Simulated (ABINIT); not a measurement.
# Converging GW for AgCl (Fm-3m) in ABINIT, part 2 of 2

What does each rung of G0W0 on AgCl (Fm-3m) cost, and what does it buy?

ABINIT 10.8.3; PBE and many-body steps on it, plane waves. Known limits of the many-body steps: not at the basis limit; d shell near the gap, gap tends to lie low; no spin-orbit coupling; coarse k mesh.

So far. Step 3 (Screening, 6×6×6 mesh, 60 bands, screening to 114.3 eV): Local fields lower ε∞ by 8 %. Step 4 (60 bands, 114.3 eV): The gap on the mesh goes from 0.91 eV to 2.08 eV, a correction of +1.16 eV.

### Step 6. 169 bands, 212.2 eV

This step: G0W0 on PBE, plane waves, norm-conserving pseudopotentials.

Contents of run.abi:

```
acell 3*1.0 Angstrom
rprim 
  0.000000000000 2.772662996800 2.772662996800
  2.772662996800 0.000000000000 2.772662996800
  2.772662996800 2.772662996800 0.000000000000
ntypat 2
znucl 47 17
natom 2
typat 1 2
xred 
  0.000000000000 0.000000000000 0.000000000000
  0.500000000000 0.500000000000 0.500000000000
pp_dirpath "pseudos"
pseudos "Ag.upf, Cl.upf"
ecut 37
ngkpt 6 6 6
nshiftk 1
shiftk 0 0 0
kptopt 1
chksymbreak 0
istwfk *1
occopt 1
irdwfk 1
optdriver 4
nband 169
gwcalctyp 0
ecutsigx 37
symsigma 1
nkptgw 2
kptgw 
  0.5000000000 0.0000000000 0.0000000000
  0.0000000000 0.0000000000 0.0000000000
bdgw 
  12 15
  11 17
ecuteps 7.8
irdscr 1
ppmodel 1
indata_prefix "in"
outdata_prefix "out"
tmpdata_prefix "tmp"
```

Run with:

```console
> OMP_NUM_THREADS=1 mpirun -n 8 abinit run.abi > log
```

Output:

```text
.Version 10.8.3 of ABINIT. v10.8.2 released Aug 2026.

 Symmetries : space group Fm -3 m (#225); Bravais cF (face-center cubic)
[... echo of the input left out ...]
== DATASET  1 ==================================================================
-   mpi_nproc: 8, omp_nthreads: 1 (-1 if OMP is not activated)

--- !DatasetInfo
iteration_state: {dtset: 1, }
dimensions: {natom: 2, nkpt: 16, mband: 169, nsppol: 1, nspinor: 1, nspden: 1, mpw: 3119, }
cutoff_energies: {ecut:  37.0, pawecutdg:  -1.0, }
electrons: {nelect:   2.60000000E+01, charge:   0.00000000E+00, occopt:   1.00000000E+00, tsmear:   1.00000000E-02, }

 SIGMA: Calculation of the GW corrections

 Based on a program developped by R.W. Godby, V. Olevano, G. Onida, and L. Reining.
 Incorporated in ABINIT by V. Olevano, G.-M. Rignanese, and M. Torrent.
.Using double precision arithmetic ; gwpc =  8

[... cell and pseudopotentials left out ...]
--------------------------------------------------------------------------------

 ==== K-mesh for the wavefunctions ====
 Number of points in the irreducible wedge :    16
[... list of points left out ...]
 Together with 48 symmetry operations and time-reversal symmetry
 yields   216 points in the full Brillouin Zone.

 ==== Q-mesh for screening function ====
 Number of points in the irreducible wedge :    16
[... list of points left out ...]
 Together with 48 symmetry operations and time-reversal symmetry
 yields   216 points in the full Brillouin Zone.

 vcoul_init : cutoff-mode = AUXILIARY_FUNCTION
 q-points for optical limit:   1
     1)      0.000010    0.000020    0.000030
 setmesh: FFT mesh size selected  =    45x   45x   45
          total number of points  =        91125

 Number of electrons calculated from density =   26.0000; Expected =   26.0000
[...]
number of omega for Sigma on real axis              0
 max omega for Sigma on real axis  [eV]           0.00
 zcut for avoiding poles [eV]                     0.10

 EPSILON^-1 parameters (SCR file):
 dimension of the eps^-1 matrix on file            307
 dimension of the eps^-1 matrix used               307
 number of plane-waves for wavefunctions          3119
 number of bands                                   169
 number of q-points in IBZ                          16
 number of frequencies                               2
 number of real frequencies                          1
 number of imag frequencies                          1

 matrix elements of self-energy operator (all in [eV])

 Perturbative Calculation

--- !SelfEnergy_ee
iteration_state: {dtset: 1, }
kpoint     : [   0.500,    0.000,    0.000, ]
spin       : 1
KS_gap     :    4.239
QP_gap     :    5.415
Delta_QP_KS:    1.176
data: !SigmaeeData |
     Band     E0 <VxcDFT>   SigX SigC(E0)      Z dSigC/dE  Sig(E)    E-E0       E
       12   4.678 -21.526 -26.477   3.630   0.796  -0.256 -22.577  -1.051   3.627
       13   4.678 -21.526 -26.477   3.630   0.796  -0.256 -22.577  -1.051   3.627
       14   8.917  -9.101  -4.939  -4.012   0.837  -0.194  -8.976   0.125   9.042
[...]
--- !SelfEnergy_ee
iteration_state: {dtset: 1, }
kpoint     : [   0.000,    0.000,    0.000, ]
spin       : 1
KS_gap     :    3.230
QP_gap     :    4.747
Delta_QP_KS:    1.517
data: !SigmaeeData |
     Band     E0 <VxcDFT>   SigX SigC(E0)      Z dSigC/dE  Sig(E)    E-E0       E
[...]
16  15.379 -12.293  -6.949  -4.561   0.821  -0.218 -11.650   0.643  16.021
       17  15.379 -12.293  -6.949  -4.561   0.821  -0.218 -11.650   0.643  16.021

== END DATASET(S) ==============================================================
================================================================================

 -outvars: echo values of variables after computation  --------
           etotal      0.0000000000E+00
            nband         169
             nkpt          16
          spgroup         225
 [... the other variables as echoed above ...]

 Calculation completed.
```

The job ended after 22 s (8 MPI ranks of Arm Neoverse V2, shared host; peak memory 3 GiB).

Numbers from this step:

```
G0W0 gap on the points computed              : 2.178 eV
starting gap on the mesh                     : 0.9128 eV
k of the valence top                         : 0.5, 0, 0
k of the conduction bottom                   : 0, 0, 0
Z at the valence top                         : 0.796
Z at the conduction bottom                   : 0.831
least direct G0W0 gap on the computed points : 4.747 eV
```

Against G0W0 in ABINIT (6×6×6 mesh, 60 bands, screening to 114.3 eV, Godby-Needs plasmon pole), the gap moves by +0.102 eV.

### Step 7. Screening, 6×6×6 mesh, 395 bands, screening to 326.5 eV

This step: RPA screening on PBE, plane waves, norm-conserving pseudopotentials.

run.abi, as its differences from that of step 6:

```diff
@@ -23,17 +23,8 @@
 irdwfk 1
-optdriver 4
-nband 169
-gwcalctyp 0
-ecutsigx 37
-symsigma 1
-nkptgw 2
-kptgw 
-  0.5000000000 0.0000000000 0.0000000000
-  0.0000000000 0.0000000000 0.0000000000
-bdgw 
-  12 15
-  11 17
-ecuteps 7.8
-irdscr 1
-ppmodel 1
+optdriver 3
+nband 395
+ecuteps 12
+inclvkb 2
+awtr 1
+symchi 1
 indata_prefix "in"
```

Output:

```text
.Version 10.8.3 of ABINIT. v10.8.2 released Aug 2026.

 Symmetries : space group Fm -3 m (#225); Bravais cF (face-center cubic)
[... echo of the input left out ...]
== DATASET  1 ==================================================================
-   mpi_nproc: 8, omp_nthreads: 1 (-1 if OMP is not activated)

--- !DatasetInfo
iteration_state: {dtset: 1, }
dimensions: {natom: 2, nkpt: 16, mband: 395, nsppol: 1, nspinor: 1, nspden: 1, mpw: 3119, }
cutoff_energies: {ecut:  37.0, pawecutdg:  -1.0, }
[...]
--------------------------------------------------------------------------------
[... chi0 elements left out ...]
 For q-point:  0.000010 0.000020 0.000030
  dielectric constant =   4.9411
  dielectric constant without local fields =   5.4119

  Average fulfillment of the sum rule on Im[epsilon] for q-point    1 :     92.64  [%]
[... wings left out ...]
  q-point number  2        q = ( 0.166667, 0.000000, 0.000000) [r.l.u.]
--------------------------------------------------------------------------------
[... chi0 elements left out ...]
  Average fulfillment of the sum rule on Im[epsilon] for q-point    2 :     97.02  [%]

 [... 14 further q-points ...]
```

Elapsed: 13 min, on 8 MPI ranks; peak memory 6.1 GiB; 1.7 h of CPU time.

Numbers from this step:

* ε∞ with local fields, on this mesh, along the program's q direction: 4.941
* the same without local fields: 5.412
* plasma frequency: 29.00 eV
* plane waves in the screening matrix: 537

### Step 8. 395 bands, 326.5 eV

This step: G0W0 on PBE, plane waves, norm-conserving pseudopotentials.

run.abi, as its differences from that of step 7:

```diff
@@ -23,8 +23,17 @@
 irdwfk 1
-optdriver 3
+optdriver 4
 nband 395
+gwcalctyp 0
+ecutsigx 37
+symsigma 1
+nkptgw 2
+kptgw 
+  0.5000000000 0.0000000000 0.0000000000
+  0.0000000000 0.0000000000 0.0000000000
+bdgw 
+  12 15
+  11 17
 ecuteps 12
-inclvkb 2
-awtr 1
-symchi 1
+irdscr 1
+ppmodel 1
 indata_prefix "in"
```

Output:

```text
.Version 10.8.3 of ABINIT. v10.8.2 released Aug 2026.

 Symmetries : space group Fm -3 m (#225); Bravais cF (face-center cubic)
[... echo of the input left out ...]
== DATASET  1 ==================================================================
-   mpi_nproc: 8, omp_nthreads: 1 (-1 if OMP is not activated)

--- !DatasetInfo
iteration_state: {dtset: 1, }
dimensions: {natom: 2, nkpt: 16, mband: 395, nsppol: 1, nspinor: 1, nspden: 1, mpw: 3119, }
cutoff_energies: {ecut:  37.0, pawecutdg:  -1.0, }
[...]
Band     E0 <VxcDFT>   SigX SigC(E0)      Z dSigC/dE  Sig(E)    E-E0       E
[...]
16  15.379 -12.293  -6.949  -4.695   0.821  -0.218 -11.760   0.533  15.911
       17  15.379 -12.293  -6.949  -4.695   0.821  -0.218 -11.760   0.533  15.911

== END DATASET(S) ==============================================================
================================================================================

 -outvars: echo values of variables after computation  --------
           etotal      0.0000000000E+00
            nband         395
             nkpt          16
          spgroup         225
 [... the other variables as echoed above ...]

 Calculation completed.
```

It took 2.2 min on 8 MPI ranks; peak memory 6.7 GiB.

This step gave:

```yaml
g0w0_gap_on_the_points_computed: 2.296 eV
starting_gap_on_the_mesh: 0.9128 eV
k_of_the_valence_top: 0.5, 0, 0
k_of_the_conduction_bottom: 0, 0, 0
least_direct_g0w0_gap_on_the_computed_points: 4.848 eV
```

Against G0W0 in ABINIT (6×6×6 mesh, 169 bands, screening to 212.2 eV, Godby-Needs plasmon pole), the gap moves by +0.118 eV.

### Step 9. Side by side

Times are wall times on 8 MPI ranks of Arm Neoverse V2, shared host, good to a factor of about two. A run's time includes the screening step that it read.

| run | mesh | bands | screening cutoff (eV) | DFT gap (eV) | gap on the mesh (eV) | direct (eV) | ε∞ used | time |
| --- | --- | --- | --- | --- | --- | --- | --- | --- |
| 60 bands, 114.3 eV | 6×6×6 | 60 | 114.3 | 0.913 | 2.076 | 4.601 | 4.96 | 33 s |
| 169 bands, 212.2 eV | 6×6×6 | 169 | 212.2 | 0.913 | 2.178 | 4.747 | 4.94 | 3.2 min |
| 395 bands, 326.5 eV | 6×6×6 | 395 | 326.5 | 0.913 | 2.296 | 4.848 | 4.94 | 15 min |

### Step 10. Results

* 60 bands, 114.3 eV: 2.076 eV
* 169 bands, 212.2 eV: 2.178 eV
* 395 bands, 326.5 eV: 2.296 eV
* known limits: not at the basis limit; d shell near the gap, gap tends to lie low; no spin-orbit coupling; coarse k mesh

In words: From the first rung to the last the gap moves by +0.22 eV for 27 times the time. The steps are not yet shrinking, so no limit is drawn. In the G0W0 runs levels were corrected at 2 k points alone, so a gap called «on the mesh» is the least over those, and an edge elsewhere would be missed. The 6×6×6 mesh is coarse for this cell, which bears on the long-range parts of exchange and screening. A d shell, filled or nearly so, lies near the gap. One-shot GW converges very slowly in bands there, not always from below, and on a semilocal start the gap tends to come out low; starts rich in exact exchange can overshoot instead. The many-body steps are scalar-relativistic: spin-orbit coupling is not in them.

[Paths, hosts, dates, memory and timing lines, banners, echoed tables and standing remarks are left out of the program output.]

[Logs are printed without paths, hosts, clocks, repeated set-up lines and the standing remarks that a program may print on its own settings, such as how far it seeks lower states.]

[Runs of the session that timed out or met a known fault of the program may be left out.]

[Hosts, paths, dates, database ids (printed as entryN), source tags and the programs' standing remarks are cut or masked in the printed files.]

[G0W0 gaps are taken among the corrected bands and points alone; a level outside them can change the order at an edge.]

[Where Ansatz stands beside ABINIT at settings called matched, ABINIT's density can come from a denser mesh and the files from another edition; pairs whose starting gaps differed by over 0.03 eV were left out, so agreement reads better than it is.]
